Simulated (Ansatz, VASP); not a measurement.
## ZnO: VASP beside Ansatz

File INCAR:

```
PREC     = Accurate       # precision mode
ENCUT    = 520            # plane-wave cutoff, eV
EDIFF    = 1E-6           # SCF threshold, eV
ISMEAR   = 0              # smearing method
SIGMA    = 0.01           # smearing width, eV
LREAL    = F              # projectors in reciprocal space
LASPH    = T              # aspherical terms in the spheres
NELM     = 100            # most SCF steps
ALGO     = Normal         # electronic algorithm
ISIF     = 2              # what is computed and relaxed
LWAVE    = F              # write WAVECAR
LCHARG   = F              # write CHGCAR
GGA      = PS             # functional
NBANDS   = 26             # bands
```

KPOINTS

```
regular mesh
0
Gamma
  8 8 4
```

The input POSCAR:

```
ZnO
1.0
    3.2946092114      0.0000000000      0.0000000000
   -1.6473046057      2.8532152726      0.0000000000
    0.0000000000      0.0000000000      5.1053381844
Zn O
2 2
Direct
    0.3333333333      0.6666666667      0.4946859702
    0.6666666667      0.3333333333     -0.0053140298
    0.6666666667      0.3333333333      0.3843240298
    0.3333333333      0.6666666667      0.8843240298
```

Input for Ansatz:

```yaml
crystal:
  lattice:
    - [3.29460921138, 0.0, 0.0]
    - [-1.64730460569, 2.8532152726, 0.0]
    - [0.0, 0.0, 5.10533818437]
  atoms:
    - { symbol: Zn, position: [0.333333333333, 0.666666666667, 0.49468597018] }
    - { symbol: Zn, position: [0.666666666667, 0.333333333333, -0.00531402982] }
    - { symbol: O, position: [0.666666666667, 0.333333333333, 0.38432402982] }
    - { symbol: O, position: [0.333333333333, 0.666666666667, 0.88432402982] }
kpoints:
  mp_grid: { grid: [8, 8, 4] }
scf:
  occupations: { method: fixed }
  convergence: { dr2_threshold: 1.0e-10 }
hamiltonian:
  xc: pbesol
  pseudopotentials: { kind: all_electron, lapw: { basis_error: 0.0005 } }
output:
  forces: true
  stress: true
  eigenstates:
    kpoints:
      - [0.0, 0.0, 0.0]
      - [0.0, 0.0, -0.5]
      - [-0.5, 0.0, 0.0]
      - [-0.5, 0.5, 0.0]
      - [0.0, -0.5, 0.0]
      - [-0.5, 0.0, -0.5]
      - [-0.5, 0.5, -0.5]
      - [0.0, -0.5, -0.5]
  eigenvalues: true
```

Change from the starting cell: film at in-plane strain +0.02.

Alike in both runs: task single point; functional PBEsol; k mesh 8 × 8 × 4; no spin polarisation.

|  | VASP | Ansatz |
| --- | --- | --- |
| version | VASP 6.6.1 | Ansatz 0.2.0 |
| potentials or method | VASP PAW PBE potentials, release 64 (Zn, O) | all-electron LAPW, scalar-relativistic |
| plane-wave cutoff (eV) | 520 | see its input |
| occupations | gaussian, width 0.01 eV | fixed |

VASP gave:

```
gap on the k mesh at the Fermi level (eV)       : 0.71
pressure (GPa)                                  : -1.8
largest component of the traceless stress (GPa) : 2.78
rms of the force components (eV/Å)              : 0.004
```

Question: Estimate Ansatz's values.

Answer: gap on the k mesh at the Fermi level (eV): 0.74; pressure (GPa): -2.8; largest component of the traceless stress (GPa): 2.74; rms of the force components (eV/Å): 0.001.

Atom by atom the forces differ by 0.005 eV/Å (rms over components). Ansatz ran all-electron here, so the differences hold the error of VASP's frozen core and of both bases.

Caveats: the PAW data sets were made with another functional, which shifts forces and pressure a little (VASP).
